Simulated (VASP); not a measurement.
**BeTe in VASP 6.6.1, single-point calculation**

INCAR

```
ISMEAR = -1
AMIX = 1.5
NSW = 0
BMIX = 0.0001
LWAVE = .FALSE.
IBRION = -1
GGA = PE
LASPH = .TRUE.
LREAL = .FALSE.
EDIFF = 1E-7
NBANDS = 11
ISIF = 2
IMIX = 1
NELM = 57
LCHARG = .FALSE.
SIGMA = 0.02
PREC = Accurate
ENCUT = 520
```

KPOINTS

```
KPOINTS created by Atomic Simulation Environment
0
Gamma
8 8 8
0 0 0
```

POSCAR

```
Be Te
 1.0000000000000000
     0.0000000000000000    2.7437649167000000    2.8909264500999998
     2.7437649167000000    0.0000000000000000    2.8909264500999998
     2.7437649167000000    2.7437649167000000    0.0000000000000000
 Be  Te
   1   1
Cartesian
  0.0000000000000000  0.0000000000000000  0.0000000000000000
  1.3718824583500000  1.3718824583500000  1.4454632250499999
```

The recommended PBE PAW datasets give the neutral cell 8 valence electrons.

Command

```
mpirun -np 1 vasp_std
```

OSZICAR

```
N       E                     dE             d eps       ncg     rms          rms(c)
DAV:   1     0.211611220943E+02    0.21161E+02   -0.33560E+03  1298   0.589E+02
DAV:   2    -0.654868670285E+01   -0.27710E+02   -0.26669E+02  1706   0.950E+01
DAV:   3    -0.773124720794E+01   -0.11826E+01   -0.11808E+01  1699   0.208E+01
DAV:   4    -0.774325302670E+01   -0.12006E-01   -0.12005E-01  1572   0.242E+00
DAV:   5    -0.774346606431E+01   -0.21304E-03   -0.21303E-03  1670   0.311E-01    0.430E+00
DAV:   6    -0.788026323057E+01   -0.13680E+00   -0.28095E+00  1499   0.662E+00    0.280E+00
DAV:   7    -0.838940762514E+01   -0.50914E+00   -0.73618E+00  1391   0.955E+00    0.384E+00
DAV:   8    -0.105344601654E+02   -0.21451E+01   -0.29537E+01  1406   0.205E+01    0.648E+00
DAV:   9    -0.150359567329E+02   -0.45015E+01   -0.69765E+01  1346   0.280E+01    0.134E+01
DAV:  10    -0.390625912829E+02   -0.24027E+02   -0.32598E+02  1684   0.787E+01    0.185E+01
...
DAV:  49    -0.167070093283E+04   -0.63957E+02   -0.15124E+04  2503   0.463E+02    0.101E+02
DAV:  50    -0.160505784269E+04    0.65643E+02   -0.14196E+04  2596   0.669E+02    0.100E+02
DAV:  51    -0.167488674950E+04   -0.69829E+02   -0.15168E+04  2489   0.462E+02    0.100E+02
DAV:  52    -0.160181836899E+04    0.73068E+02   -0.14146E+04  2596   0.672E+02    0.100E+02
DAV:  53    -0.166891551128E+04   -0.67097E+02   -0.15099E+04  2488   0.463E+02    0.101E+02
DAV:  54    -0.160330249324E+04    0.65613E+02   -0.14183E+04  2596   0.670E+02    0.102E+02
DAV:  55    -0.166774933996E+04   -0.64447E+02   -0.15014E+04  2474   0.462E+02    0.102E+02
DAV:  56    -0.159898182009E+04    0.68768E+02   -0.14133E+04  2596   0.669E+02    0.103E+02
DAV:  57    -0.166395918627E+04   -0.64977E+02   -0.15074E+04  2497   0.463E+02
   1 F= -.16639592E+04 E0= -.16639592E+04  d E =-.401390E-12
```

Standard output (part)

```
POSCAR found type information on POSCAR BeTe
 POSCAR found :  2 types and       2 ions
 LDA part: xc-table for (Slater+PW92), standard interpolation
 POSCAR, INCAR and KPOINTS ok, starting setup
 WAVECAR not read
 entering main loop
|     The electronic self-consistency was not achieved in the given           |
|     number of steps (NELM). The forces and other quantities evaluated       |
|     might not be reliable so examine the results carefully. If you find     |
|     spurious results, we suggest increasing NELM, if you were close to      |
|     convergence or switching to a different ALGO or adjusting the           |
|     density mixing parameters otherwise.                                    |
```

It didn't converge.

**Question.** What is wrong with this input?

**Answer.** Mixing far too strong. It didn't converge.
